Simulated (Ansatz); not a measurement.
Consider the formal exchange of groups at the Si–O bond: `CO[Si]C` + `Oc1ccccc1` → `C[Si]O` + `COc1ccccc1`.

Gas-phase electronic energies from Ansatz, PBE0-D4/def2-TZVP geometries. CBS: MP2 limit from def2 TZ/QZ plus the TZ coupled-cluster correction, frozen cores. This one scheme is used for every species. DFT in def2-TZVPP. HSE06 is defined as in plane-wave codes. One conformer a species, not always the lowest.

```csv
level,ΔE (kJ/mol),difference from CCSD(T)/CBS
CAM-B3LYP-D4,-9.1,2.0
PBE0,-8.4,2.7
HSE06,-8.3,2.8
CAM-B3LYP,-8.7,2.4
MP2/def2-SVP,-10.0,1.1
CCSD/def2-SVP,-8.0,3.1
CCSD(T)/def2-SVP,-8.5,2.6
HF/def2-TZVPP,-7.8,3.3
SCS-MP2/def2-TZVPP,-11.9,-0.8
CCSD(T)/def2-TZVPP,-11.6,-0.5
CCSD(T)/CBS,-11.1,0
```

Largest T1 diagnostic among the species: 0.014.

Leaving LDA and LC-ωPBE aside and taking each functional with its dispersion term where it has one, the values, not all of them listed here, spread over 3.6 kJ/mol, from PBE-QIDH to BLYP-D4. In def2-TZVPP, CCSD(T) changes the Hartree–Fock value by −3.8 kJ/mol (the triples alone add −0.6 kJ/mol) and MP2 by −5.6 kJ/mol.

CCSD(T)/CBS has its own doubt, a few kJ/mol and more with outer-core shells, so smaller differences from it don't rank the levels.
